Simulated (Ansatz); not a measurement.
Crystal: Ca.

```
Ca
1.0
    -2.20520    2.20520    2.19611
     2.20520   -2.20520    2.19611
     2.20520    2.20520   -2.19611
Ca
1
Direct
  0.50000 0.50000 0.00000
```

This isn't the form of Ca at room conditions, which is fcc.

| Item | Value |
| --- | --- |
| Program | Ansatz 0.2.0 |
| Task | single point |
| Functional | PBE |
| Potentials or basis | Ansatz PAW |
| Cutoff | 420 eV (not typed: the program's choice for these potentials) |
| k mesh | 9 × 9 × 9 |
| Occupations | fermi-dirac, width 0.05 eV |
| Spin | no spin polarisation |

On this cell: pressure -0.2 GPa; band gap on the k mesh none (metal or under the smearing width).

The same run follows on a disturbed copy (cell strained at random at fixed volume):

```
Ca
1.0
    -2.20381    2.16290    2.16035
     2.21237   -2.21105    2.21730
     2.22688    2.23412   -2.20869
Ca
1
Cartesian
  -0.0351 -0.0121 2.2049
```

Q: What does the disturbed cell give?

A: The energy (extrapolated to zero smearing) moves by +0.5 meV/atom; pressure -0.2 GPa; band gap on the k mesh none (metal or under the smearing width).

Stress tensor (GPa, compression positive):
```
-0.17 -0.12 -0.05
-0.12 -0.22  0.21
-0.05  0.21 -0.21
```
